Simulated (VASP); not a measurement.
The system is BaS.

```
CELL_PARAMETERS angstrom
3.64437 0.00000 0.00000
0.00000 3.64437 0.00000
0.00000 0.00000 3.88593
ATOMIC_POSITIONS crystal
Ba 0.00000 0.00000 0.00000
S 0.50000 0.50000 0.50000
```

The cell was built by a generator and needn't be a form met in nature.

The cell isn't the ideal one: epitaxial_xy strain -4.9%.

Base run:

* Program: VASP 6.6.1
* Functional: PBE
* Potentials or basis: VASP PAW PBE potentials, release 64 (Ba_sv, S)
* Cutoff: 520 eV
* k mesh: 6 × 6 × 6
* Occupations: fermi-dirac, width 0.02 eV
* Spin: no spin polarisation

Its results: band gap on the k mesh 1.01 eV, indirect (least direct gap 1.08 eV); pressure 6.5 GPa.

Q: The run is repeated on the same cell with these changes: functional from PBE to r2SCAN; occupations from fermi-dirac, width 0.02 eV to gaussian, width 0.01 eV. What comes out?

A: Band gap on the k mesh 1.39 eV, indirect (least direct gap 1.45 eV); pressure 6.6 GPa.

Caveats: spin-orbit coupling is left out, which moves the levels of the heavy elements; the PAW data sets were made with another functional, which shifts forces and pressure a little (some runs).

A k mesh can miss the band edges.
